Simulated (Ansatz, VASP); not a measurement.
## Ni in VASP and in Ansatz

Contents of INCAR:

```
SYSTEM = Ni
ALGO = Fast
EDIFF = 1E-6
EDIFFG = -0.01
ENCUT = 680
GGA = PE
IBRION = 2
ISIF = 3
ISMEAR = -1
ISPIN = 2
LASPH = .True.
LCHARG = .False.
LMAXMIX = 4
LORBIT = 11
LREAL = .False.
LWAVE = .False.
MAGMOM = 1
NELM = 120
NSW = 40
PREC = Accurate
SIGMA = 0.05
```

File KPOINTS:

```
k-points
0
Gamma
  13 13 13
  0 0 0
```

The input POSCAR:

```
Ni
1.0
    0.0000000000      1.7375729330      1.7375729330
    1.7375729330      0.0000000000      1.7375729330
    1.7375729330      1.7375729330      0.0000000000
Ni
1
Direct
    0.0000000000      0.0000000000      0.0000000000
```

File input.yaml:

```yaml
crystal:
  lattice:
    - [0.0, 1.737572933, 1.737572933]
    - [1.737572933, 0.0, 1.737572933]
    - [1.737572933, 1.737572933, 0.0]
  atoms:
    - { symbol: Ni, position: [0.0, 0.0, 0.0], spin: 1.0 }
hamiltonian:
  xc: pbe
  pseudopotentials: { kind: paw }
magnetization:
  spin_polarized: true
kpoints:
  mp_grid: { grid: [13, 13, 13] }
scf:
  occupations: { method: fermi_dirac, width: 0.05 }
output:
  forces: true
  stress: true
relax:
  f_tol: 0.01
  max_steps: 40
  cell: { stress_tol: 0.05 }
```

Alike in both runs: task relaxation of cell and atoms; functional PBE; k mesh 13 × 13 × 13; occupations fermi-dirac, width 0.05 eV; collinear spin, ferromagnetic start.

```csv
,VASP,Ansatz
version,VASP 6.6.1,Ansatz 0.2.0
potentials or method,"VASP PAW PBE potentials, release 64 (Ni_sv_GW)",Ansatz PAW
plane-wave cutoff (eV),680,420
valence electrons in the cell,18,18
```

|  | VASP | Ansatz | Ansatz less VASP |
| --- | --- | --- | --- |
| net moment per atom (μB) | 0.63 | 0.63 | +0.001 |
| size of the moment on the site where the two differ most (μB) | 0.67 | 0.67 | -0.001 |
| relaxed volume (Å³/atom) | 10.79 | 10.89 | +0.093 |
| relaxed cell length with the largest relative difference (Å) | 2.481 | 2.488 | +0.0071 |
| energy change over the relaxation (meV/atom) | -6 | -10 | -3.4 |

Site moments also hang on the region over which each program counts them.

Caveats: the plane-wave basis is chosen anew once the cell has moved, so the energies of steps on either side of that aren't comparable (Ansatz).
